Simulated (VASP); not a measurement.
A run of VASP 6.6.1 is set up as follows.

File INCAR:

```
SYSTEM = SiC
PREC = Accurate
ENCUT = 520
EDIFF = 1E-7
ISMEAR = -1
SIGMA = 0.05
LREAL = .FALSE.
LASPH = .TRUE.
NELM = 60
ALGO = Normal
ISIF = 2
LWAVE = .FALSE.
LCHARG = .TRUE.
METAGGA = R2SCAN
LMIXTAU = .TRUE.
LELF = .TRUE.
LVHAR = .TRUE.
NBANDS = 11
```

File KPOINTS:

```
Automatic mesh
0
G
  10 10 10
  0 0 0
```

The input POSCAR:

```
SiC
1.0
    0.0000000000      2.1790000000      2.1790000000
    2.1790000000      0.0000000000      2.1790000000
    2.1790000000      2.1790000000      0.0000000000
Si C
1 1
Direct
    0.0000000000      0.0000000000      0.0000000000
    0.7500000000      0.7500000000      0.7500000000
```

Potentials or basis: VASP PAW PBE potentials, release 64 (Si, C).

Command:

```console
$ cat potpaw_PBE.64/Si/POTCAR potpaw_PBE.64/C/POTCAR > POTCAR
$ mpirun -np 1 vasp_std > vasp.out
```

Question: What does it give for the pressure?

Answer: -0.4 GPa.

Question: What does it give for the band gap on the k mesh?

Answer: 1.72 eV, indirect (least direct gap 5.06 eV).

Caveat: the PAW data sets were made with another functional, which shifts forces and pressure a little.

**Measured values to compare with.**

From “Insight into the structural, elastic and electronic properties of a new orthorhombic 6O-SiC polytype”, 2020, pmc:7200658, for a bulk crystal of SiC: band gap 2.4 eV (indirect).

Measured gap of SiC: 2.4 eV (indirect; quoted in “Insight into the structural, elastic and electronic properties of a new orthorhombic 6O-SiC polytype”, 2020, pmc:7200658). This calculation gives 1.72 eV (-0.68 eV). The value is that of r2SCAN on a finite k mesh, which can miss the band edges, without temperature or zero-point motion.
